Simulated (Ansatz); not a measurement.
PbO2: gradients before and after relaxing the atoms

Start: a COD entry, taken as it stands.

Space group Pbcn (No. 60); a = 4.9470, b = 5.9510, c = 5.4970 Å.

| site | Wyckoff | site symmetry | x | y | z |
| --- | --- | --- | --- | --- | --- |
| Pb | 4c | .2. | 0.0000 | 0.1780 | 0.2500 |
| O | 8d | 1 | 0.2760 | 0.4100 | 0.4250 |

One atom of each set is listed.

The numbers come from a DFT calculation in Ansatz (PBE, plane waves and PAW (field gradients read without the response of the frozen cores, which leaves them typically 4 to 6 % off), scalar-relativistic, 420 eV cutoff, Γ-centred 7×6×6 k-points, Fermi–Dirac smearing 0.05 eV).

The largest force at the start is 1.0 eV/Å. Relaxing the ions at fixed cell moves them by 0.087 Å at most (atom 7, O) and 0.072 Å rms.

| site | moved (Å) | first shell before | first shell after | V_zz before (10²¹ V/m²) | η before |
| --- | --- | --- | --- | --- | --- |
| Pb | 0.017 | 6 O at 2.17 Å | 6 O at 2.13–2.23 Å | -5.51 | 0.38 |
| O | 0.087 | 3 Pb at 2.17 Å | 3 Pb at 2.13–2.23 Å | -12.16 | 0.36 |

Question: What are V_zz and η after the relaxation?

Answer: 

```json
{"site": "Pb", "V_zz after": "-6.92", "η after": "0.19", "change of V_zz": "-1.41"}
{"site": "O", "V_zz after": "-11.60", "η after": "0.46", "change of V_zz": "+0.56"}
```

The largest change of V_zz is on Pb, from -5.51 to -6.92. In per cent, |V_zz| changes by +25 on Pb, -5 on O (all sites that start above 2). On Pb V_xx and V_yy change places (or their axes turn by over 50°), so the two values of η hide a larger change.

With no gap above 0.1 eV, as in a metal, the gradients converge slowly in k; expect changes of a tenth or more on a denser mesh. Spin–orbit coupling is left out, which shifts gradients on Pb by a few per cent in wide-gap crystals, and can shift them far more where the calculated gap is small or absent, as here. Semilocal functionals make gaps too small and can close them, so the real compound need not be a metal.
Before: At this cell the PBE pressure is 10 GPa, so with PBE the cell would grow if it were relaxed. The entry's cell may itself be off.
After: At this cell the PBE pressure is 8 GPa, so with PBE the cell would grow if it were relaxed.
